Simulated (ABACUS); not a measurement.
# HgTe (Fm-3m) in ABACUS: notebook

The runs below take HgTe through equation of state, with PBE.

Program: ABACUS 3.10.1. These are calculated values, not measurements. Logs are shortened: lines on timing, memory, paths and dates and some standing lists are left out, and cuts for length are marked.

## Step 1: The structure

It takes space group Fm-3m (No. 225, cubic). The conventional cell has a = 6.360 Å, b = 6.360 Å, c = 6.360 Å, α = 90.00°, β = 90.00°, γ = 90.00°. Around Hg (site symmetry m-3m) lie 6 Te at 3.18 Å. Te (site symmetry m-3m) has 6 Hg at 3.18 Å as nearest neighbours.

Measurements of this composition are mostly on another form, of space group No. 216.

## Step 2: Equation of state, PBE, 30.23 Å³/atom (volume scaled by 0.94)

Input file INPUT:

```
INPUT_PARAMETERS
suffix              HgTe
calculation         scf
basis_type          lcao
pseudo_dir          ./
orbital_dir         ./
symmetry            1
dft_functional      pbe
ecutwfc             100
pseudo_rcut         10
nspin               1
nbands              19
ks_solver           genelpa
smearing_method     fd
smearing_sigma      0.00367493
scf_thr             1e-07
scf_nmax            100
mixing_type         broyden
mixing_beta         0.7
cal_force           1
cal_stress          1
out_mul             1
```

Input file STRU:

```
ATOMIC_SPECIES
Hg 200.5920 Hg.upf
Te 127.6000 Te.upf

NUMERICAL_ORBITAL
Hg_confined-atom_7au_2s1p1d.orb
Te_confined-atom_8au_1s1p1d.orb

LATTICE_CONSTANT
1.8897261246

LATTICE_VECTORS
0.0000000000 3.1150838257 3.1150838257
3.1150838257 0.0000000000 3.1150838257
3.1150838257 3.1150838257 0.0000000000

ATOMIC_POSITIONS
Direct

Hg
0.0
1
0.0000000000 0.0000000000 0.0000000000 1 1 1

Te
0.0
1
0.5000000000 0.5000000000 0.5000000000 1 1 1
```

Input file KPT:

```
K_POINTS
0
Gamma
7 7 7 0 0 0
```

Potentials or basis: PseudoDojo NC SR 0.4.1 PBE standard, SZ LCAO (the cutoffs set its grid).

The run is started by

```console
> OMP_NUM_THREADS=1 mpirun -np 4 abacus > log
```

running log:

```text
ABACUS v3.10.1

               Atomic-orbital Based Ab-initio Computation at UStc

 ------------------------------------------------------------------------------------

 READING GENERAL INFORMATION
                           global_out_dir = OUT.HgTe/
                           global_in_card = INPUT
                               pseudo_dir = ./
[... 8 lines left out ...]

 READING ATOM TYPE 1
                               atom label = Hg
                      L=0, number of zeta = 2
                      L=1, number of zeta = 1
                      L=2, number of zeta = 1
             number of atom for this type = 1

 READING ATOM TYPE 2
                               atom label = Te
                      L=0, number of zeta = 1
                      L=1, number of zeta = 1
                      L=2, number of zeta = 1
             number of atom for this type = 1

                        TOTAL ATOM NUMBER = 2
DIRECT COORDINATES
    atom                   x                   y                   z     mag                  vx                  vy                  vz
taud_Hg1            0.0000000000        0.0000000000        0.0000000000  0.0000        0.0000000000        0.0000000000        0.0000000000
taud_Te1            0.5000000000        0.5000000000        0.5000000000  0.0000        0.0000000000        0.0000000000        0.0000000000

                          Volume (Bohr^3) = 407.977
                             Volume (A^3) = 60.4559

 Lattice vectors: (Cartesian coordinate: in unit of a_0)
                   +0            +3.11508            +3.11508
             +3.11508                  +0            +3.11508
             +3.11508            +3.11508                  +0
 Reciprocal vectors: (Cartesian coordinate: in unit of 2 pi/a_0)
            -0.160509           +0.160509           +0.160509
            +0.160509           -0.160509           +0.160509
            +0.160509           +0.160509           -0.160509
 The esolver type has been set to : ksdft_lcao

                PAO radial cut off (Bohr) = 10

 Read in pseudopotential file is Hg.upf
                     pseudopotential type = NC
          exchange-correlation functional = PBE
                 nonlocal core correction = 1
                        valence electrons = 20
                                     lmax = 3
                           number of zeta = 4
                     number of projectors = 7
                           L of projector = 0
                           L of projector = 0
                           L of projector = 1
                           L of projector = 1
                           L of projector = 2
                           L of projector = 2
                           L of projector = 3
                PAO radial cut off (Bohr) = 10

 Read in pseudopotential file is Te.upf
                     pseudopotential type = NC
          exchange-correlation functional = PBE
                 nonlocal core correction = 1
                        valence electrons = 16
                                     lmax = 2
                           number of zeta = 3
[... 5 lines left out ...]
                           L of projector = 2
                           L of projector = 2
     initial pseudo atomic orbital number = 19

 SETUP THE ELECTRONS NUMBER
            electron number of element Hg = 20
      total electron number of element Hg = 20
            electron number of element Te = 16
      total electron number of element Te = 16
            AUTOSET number of electrons:  = 36
                           occupied bands = 18
                                   NLOCAL = 19
                                   NBANDS = 19
                                   NBANDS = 19
                                   NLOCAL = 19

%%%%%%%%%%%%%%%%%%%%%%%%%%%%%%%%%%%%%%%%%%%%%%%%%%%%%%%%%%%%%%%%%%%%%%%%%%%%%%%%%%%%%%%%%%%%%%%%%%%%%%%%%%
 Warning: the number of valence electrons in pseudopotential > 12 for Hg: [Xe] 4f14 5d10 6s2
 Warning: the number of valence electrons in pseudopotential > 6 for Te: [Kr] 4d10 5s2 5p4
 Pseudopotentials with additional electrons can yield (more) accurate outcomes, but may be less efficient.
 If you're confident that your chosen pseudopotential is appropriate, you can safely ignore this warning.
%%%%%%%%%%%%%%%%%%%%%%%%%%%%%%%%%%%%%%%%%%%%%%%%%%%%%%%%%%%%%%%%%%%%%%%%%%%%%%%%%%%%%%%%%%%%%%%%%%%%%%%%%%

 SETUP THE PLANE WAVE BASIS
 energy cutoff for charge/potential (unit:Ry) = 400
            fft grid for charge/potential = [ 54, 54, 54 ]
                        fft grid division = [ 2, 2, 2 ]
        big fft grid for charge/potential = [ 27, 27, 27 ]
                                     nbxx = 5103
                                     nrxx = 40824

 SETUP PLANE WAVES FOR CHARGE/POTENTIAL
                    number of plane waves = 55345
                         number of sticks = 1915

 PARALLEL PW FOR CHARGE/POTENTIAL
[... 40 lines left out ...]
Original cell was already a primitive cell.
                        ROTATION MATRICES = 48
[... 6 lines left out ...]
                                    nspin = 1
                   Input type of k points = Monkhorst-Pack(Gamma)
                                   nkstot = 343
                       right hand lattice = 1
(for reciprocal lattice: )
[... 8 lines left out ...]
                       right hand lattice = 1
                        ROTATION MATRICES = 48
                               nkstot_ibz = 20
K-POINTS REDUCTION ACCORDING TO SYMMETRY
     IBZ    DIRECT_X    DIRECT_Y    DIRECT_Z  WEIGHT  ibz2bz
       1  0.00000000  0.00000000  0.00000000  0.0029       0
       2  0.14285714  0.14285714  0.14285714  0.0233       1
       3  0.28571429  0.28571429  0.28571429  0.0233       2
       4  0.42857143  0.42857143  0.42857143  0.0233       3
       5  0.14285714  0.14285714  0.00000000  0.0175       8
       6  0.28571429  0.14285714  0.28571429  0.0700       9
[... 12 lines left out ...]
      19 -0.42857143  0.42857143  0.14285714  0.0700      74
      20 -0.28571429  0.42857143  0.28571429  0.0700      75

                               nkstot now = 20
[... K-POINTS DIRECT COORDINATES: 20 rows ...]

           k-point number in this process = 20
       minimum distributed K point number = 20
[... stars of the k points ...]

[... K-POINTS CARTESIAN COORDINATES: 20 rows ...]

[... K-POINTS DIRECT COORDINATES: 20 rows ...]

 SETUP PLANE WAVES FOR WAVE FUNCTIONS
     energy cutoff for wavefunc (unit:Ry) = 100
              fft grid for wave functions = [ 54, 54, 54 ]
                    number of plane waves = 8609
                         number of sticks = 559

 PARALLEL PW FOR WAVE FUNCTIONS
     PROC   COLUMNS(POT)             PW
        1            139           2152
        2            140           2152
        3            140           2153
        4            140           2152
 --------------- sum -------------------
        4            559           8609

 SET NONLOCAL PSEUDOPOTENTIAL PROJECTORS
 SET NONLOCAL PSEUDOPOTENTIAL PROJECTORS
 max number of nonlocal projetors among all species is 7

 -------------------------------------------
 SELF-CONSISTENT
 -------------------------------------------

 SETUP SEARCHING RADIUS FOR PROGRAM TO SEARCH ADJACENT ATOMS
                  longest orb rcut (Bohr) = 8
   longest nonlocal projector rcut (Bohr) = 2.3
                     search radius (Bohr) = 20.6
              searching radius is (Bohr)) = 20.6
         searching radius unit is (Bohr)) = 1.89
                         PeriodicBoundary = 1
                        Radius(unit:lat0) = 10.9
                                   glayer = [ 5, 5, 5 ]
                             glayer_minus = [ 4, 4, 4 ]

Find the coordinate range of the input atom(unit:lat0).
                                  min_tau = [ -24.9, -24.9, -24.9 ]
                                  max_tau = [ 28, 28, 28 ]
                                BoxNumber = [ 9, 9, 9 ]

 SETUP EXTENDED REAL SPACE GRID FOR GRID INTEGRATION
                          real space grid = [ 54, 54, 54 ]
                 big cell numbers in grid = [ 27, 27, 27 ]
             meshcell numbers in big cell = [ 2, 2, 2 ]
                        extended fft grid = [ 32, 32, 32 ]
                dimension of extened grid = [ 92, 92, 92 ]
                            UnitCellTotal = 125
              Atom number in sub-FFT-grid = 2
    Local orbitals number in sub-FFT-grid = 19
                                ParaV.nnr = 4650
                                 init_chg = atomic

 LCAO ALGORITHM --------------- ION=   1  ELEC=   1--------------------------------

 Density error is 0.0390578033794
----------------------------------------------------------
     Energy           Rydberg                 eV
----------------------------------------------------------
 E_KohnSham     -542.7886406892      -7385.0183230480
 E_Harris       -543.1441817230      -7389.8557069805
 E_Fermi        0.7587439261         10.3232407173
----------------------------------------------------------
[... 69 lines left out ...]
 Density error is 3.24142295989e-08
----------------------------------------------------------
     Energy           Rydberg                 eV
----------------------------------------------------------
 E_KohnSham     -542.8015509704      -7385.1939764345
 E_KS(sigma->0) -542.8011472136      -7385.1884830415
 E_Harris       -542.8015516137      -7385.1939851879
 E_band         -50.2583646629       -683.8001315773
 E_one_elec     -267.5130060171      -3639.7011709409
 E_Hartree      144.0504010731       1959.9062537789
 E_xc           -104.6349338004      -1423.6313095381
 E_Ewald        -314.7032047123      -4281.7567629484
 E_entropy(-TS) -0.0008075136        -0.0109867861
 E_descf        0.0000000000         0.0000000000
 E_exx          0.0000000000         0.0000000000
 E_Fermi        0.8166408929         11.1109693635
----------------------------------------------------------

 charge density convergence is achieved
 final etot is -7385.1939764 eV
 EFERMI = 11.110969363 eV

 STATE ENERGY(eV) AND OCCUPATIONS    NSPIN == 1
 1/20 kpoint (Cartesian) = 0.0000 0.0000 0.0000 (1711 pws)
       1       -104.955     0.00583090
       2       -53.2749     0.00583090
       3       -53.2749     0.00583090
       4       -53.2749     0.00583090
       5       -24.0444     0.00583090
       6       -24.0444     0.00583090
[... 104 lines left out ...]
       6       -24.0440       0.139942
[... 11 lines left out ...]
      18        10.5601       0.139939
      19        12.7183    1.53095e-15

[... levels at 14 further k points ...]

 correction force for each atom along direction 1 is 1.07676e-14
 correction force for each atom along direction 2 is 4.51313e-14
 correction force for each atom along direction 3 is 4.49694e-14
------------------------------------------------------------------------------------------
 TOTAL-FORCE (eV/Angstrom)
------------------------------------------------------------------------------------------
                       Hg1         0.0000000000         0.0000000000         0.0000000000
                       Te1         0.0000000000         0.0000000000         0.0000000000
------------------------------------------------------------------------------------------

----------------------------------------------------------------
 TOTAL-STRESS (KBAR)
----------------------------------------------------------------
        56.1442540471         0.0000000000         0.0000000000
         0.0000000000        56.1442540471         0.0000000000
         0.0000000000         0.0000000000        56.1442540471
----------------------------------------------------------------
 TOTAL-PRESSURE: 56.144254 KBAR

 --------------------------------------------
 !FINAL_ETOT_IS -7385.1939764345224830 eV
 --------------------------------------------
```

It took 3 s on 4 MPI ranks of AMD EPYC 7B13 (Zen 3), shared host; peak memory 0.44 GiB.

The run converged, but some of its settings lie outside the range that counts as converged, so its numbers aren't taken as properties of the crystal.

Results:

```
Free energy            : -7385.1940 eV
Pressure               : 5.6 GPa
Band gap on the k mesh : none (metal or under the smearing width)
Mulliken charges       : Hg +0.57; Te -0.57 e
```

Caveat: the atomic orbitals were generated for these runs and aren't a published set; Mulliken charges move with the basis; the basis of atomic orbitals isn't converged, which shifts pressures, moduli and gaps.

## Step 3: Equation of state, PBE, 30.87 Å³/atom (volume scaled by 0.96)

INPUT is that of step 2.

Edit STRU of step 2 so:

```diff
@@ -12,5 +12,5 @@
 LATTICE_VECTORS
-0.0000000000 3.1150838257 3.1150838257
-3.1150838257 0.0000000000 3.1150838257
-3.1150838257 3.1150838257 0.0000000000
+0.0000000000 3.1370217585 3.1370217585
+3.1370217585 0.0000000000 3.1370217585
+3.1370217585 3.1370217585 0.0000000000
```

KPT is that of step 2.

Potentials or basis: PseudoDojo NC SR 0.4.1 PBE standard, SZ LCAO (the cutoffs set its grid).

The run is started by

```console
> OMP_NUM_THREADS=1 mpirun -np 4 abacus > log
```

Wall time 2.9 s (4 MPI ranks of AMD EPYC 7B13 (Zen 3), shared host); peak memory 0.44 GiB.

These settings aren't checked as converged: the numbers below hold their error.

What came out:

```yaml
Free_energy: -7385.2345 eV
Pressure: 4.5 GPa
Band_gap_on_the_k_mesh: none (metal or under the smearing width)
Mulliken_charges: Hg +0.56; Te -0.56 e
```

Caveat: the atomic orbitals were generated for these runs and aren't a published set; Mulliken charges move with the basis; the basis of atomic orbitals isn't converged, which shifts pressures, moduli and gaps.

## Step 4: Equation of state, PBE, 31.51 Å³/atom (volume scaled by 0.98)

INPUT is that of step 3.

Edit STRU of step 3 so:

```diff
@@ -12,5 +12,5 @@
 LATTICE_VECTORS
-0.0000000000 3.1370217585 3.1370217585
-3.1370217585 0.0000000000 3.1370217585
-3.1370217585 3.1370217585 0.0000000000
+0.0000000000 3.1586570750 3.1586570750
+3.1586570750 0.0000000000 3.1586570750
+3.1586570750 3.1586570750 0.0000000000
```

KPT is that of step 3.

The run is started by

```console
> OMP_NUM_THREADS=1 mpirun -np 4 abacus > log
```

It took 2.8 s on 4 MPI ranks of AMD EPYC 7B13 (Zen 3), shared host; peak memory 0.44 GiB.

The run converged, but some of its settings lie outside the range that counts as converged, so its numbers aren't taken as properties of the crystal.

What came out:

```yaml
Free_energy: -7385.2667 eV
Pressure: 3.5 GPa
Band_gap_on_the_k_mesh: none (metal or under the smearing width)
Mulliken_charges: Hg +0.55; Te -0.55 e
```

Caveat: the atomic orbitals were generated for these runs and aren't a published set; Mulliken charges move with the basis; the basis of atomic orbitals isn't converged, which shifts pressures, moduli and gaps.

## Step 5: Equation of state, PBE, 32.16 Å³/atom

INPUT is that of step 4.

Edit STRU of step 4 so:

```diff
@@ -12,5 +12,5 @@
 LATTICE_VECTORS
-0.0000000000 3.1586570750 3.1586570750
-3.1586570750 0.0000000000 3.1586570750
-3.1586570750 3.1586570750 0.0000000000
+0.0000000000 3.1800000000 3.1800000000
+3.1800000000 0.0000000000 3.1800000000
+3.1800000000 3.1800000000 0.0000000000
```

KPT is that of step 4.

The run is started by

```console
> OMP_NUM_THREADS=1 mpirun -np 4 abacus > log
```

It took 2.8 s on 4 MPI ranks of AMD EPYC 7B13 (Zen 3), shared host; peak memory 0.44 GiB.

The run converged, but some of its settings lie outside the range that counts as converged, so its numbers aren't taken as properties of the crystal.

What came out:

```yaml
Free_energy: -7385.2917 eV
Pressure: 2.7 GPa
Band_gap_on_the_k_mesh: none (metal or under the smearing width)
Mulliken_charges: Hg +0.55; Te -0.55 e
```

Caveat: the atomic orbitals were generated for these runs and aren't a published set; Mulliken charges move with the basis; the basis of atomic orbitals isn't converged, which shifts pressures, moduli and gaps.

## Step 6: Equation of state, PBE, 32.80 Å³/atom (volume scaled by 1.02)

INPUT is that of step 5.

Edit STRU of step 5 so:

```diff
@@ -12,5 +12,5 @@
 LATTICE_VECTORS
-0.0000000000 3.1800000000 3.1800000000
-3.1800000000 0.0000000000 3.1800000000
-3.1800000000 3.1800000000 0.0000000000
+0.0000000000 3.2010602164 3.2010602164
+3.2010602164 0.0000000000 3.2010602164
+3.2010602164 3.2010602164 0.0000000000
```

KPT is that of step 5.

Potentials or basis: PseudoDojo NC SR 0.4.1 PBE standard, SZ LCAO (the cutoffs set its grid).

The run is started by

```console
> OMP_NUM_THREADS=1 mpirun -np 4 abacus > log
```

Wall time 2.7 s (4 MPI ranks of AMD EPYC 7B13 (Zen 3), shared host); peak memory 0.44 GiB.

The run converged, but some of its settings lie outside the range that counts as converged, so its numbers aren't taken as properties of the crystal.

What came out:

```yaml
Free_energy: -7385.3100 eV
Pressure: 1.9 GPa
Band_gap_on_the_k_mesh: none (metal or under the smearing width)
Mulliken_charges: Hg +0.54; Te -0.54 e
```

Caveat: the atomic orbitals were generated for these runs and aren't a published set; Mulliken charges move with the basis; the basis of atomic orbitals isn't converged, which shifts pressures, moduli and gaps.

## Step 7: Equation of state, PBE, 33.44 Å³/atom (volume scaled by 1.04)

INPUT is that of step 6.

Edit STRU of step 6 so:

```diff
@@ -12,5 +12,5 @@
 LATTICE_VECTORS
-0.0000000000 3.2010602164 3.2010602164
-3.2010602164 0.0000000000 3.2010602164
-3.2010602164 3.2010602164 0.0000000000
+0.0000000000 3.2218469041 3.2218469041
+3.2218469041 0.0000000000 3.2218469041
+3.2218469041 3.2218469041 0.0000000000
```

KPT is that of step 6.

The run is started by

```console
> OMP_NUM_THREADS=1 mpirun -np 4 abacus > log
```

It took 2.7 s on 4 MPI ranks of AMD EPYC 7B13 (Zen 3), shared host; peak memory 0.44 GiB.

These settings aren't checked as converged: the numbers below hold their error.

Results:

- Free energy: -7385.3232 eV
- Pressure: 1.3 GPa
- Band gap on the k mesh: none (metal or under the smearing width)
- Mulliken charges: Hg +0.53; Te -0.53 e

Caveat: the atomic orbitals were generated for these runs and aren't a published set; Mulliken charges move with the basis; the basis of atomic orbitals isn't converged, which shifts pressures, moduli and gaps.

## Step 8: Equation of state, PBE, 34.09 Å³/atom (volume scaled by 1.06)

INPUT is that of step 7.

Edit STRU of step 7 so:

```diff
@@ -12,5 +12,5 @@
 LATTICE_VECTORS
-0.0000000000 3.2218469041 3.2218469041
-3.2218469041 0.0000000000 3.2218469041
-3.2218469041 3.2218469041 0.0000000000
+0.0000000000 3.2423687753 3.2423687753
+3.2423687753 0.0000000000 3.2423687753
+3.2423687753 3.2423687753 0.0000000000
```

KPT is that of step 7.

The run is started by

```console
> OMP_NUM_THREADS=1 mpirun -np 4 abacus > log
```

Run time: 2.7 s. Hardware: 4 MPI ranks of AMD EPYC 7B13 (Zen 3), shared host; peak memory 0.44 GiB.

These settings aren't checked as converged: the numbers below hold their error.

Results:

| Item | Value |
| --- | --- |
| Free energy | -7385.3309 eV |
| Pressure | 0.7 GPa |
| Band gap on the k mesh | none (metal or under the smearing width) |
| Mulliken charges | Hg +0.52; Te -0.52 e |

Caveat: the atomic orbitals were generated for these runs and aren't a published set; Mulliken charges move with the basis; the basis of atomic orbitals isn't converged, which shifts pressures, moduli and gaps.

## Step 9: Equation of state, PBE

Potentials or basis: PseudoDojo NC SR 0.4.1 PBE standard, SZ LCAO (the cutoffs set its grid).

This step only gathers the single runs of the series.

The run converged, but some of its settings lie outside the range that counts as converged, so its numbers aren't taken as properties of the crystal.

What came out:

```
Equilibrium volume : 35.00 Å³/atom (rough: see the caveat)
Bulk modulus       : 25 GPa (rough)
```

Caveat: the atomic orbitals were generated for these runs and aren't a published set; the minimum lies outside the volumes run; the basis of atomic orbitals isn't converged, which shifts pressures, moduli and gaps.
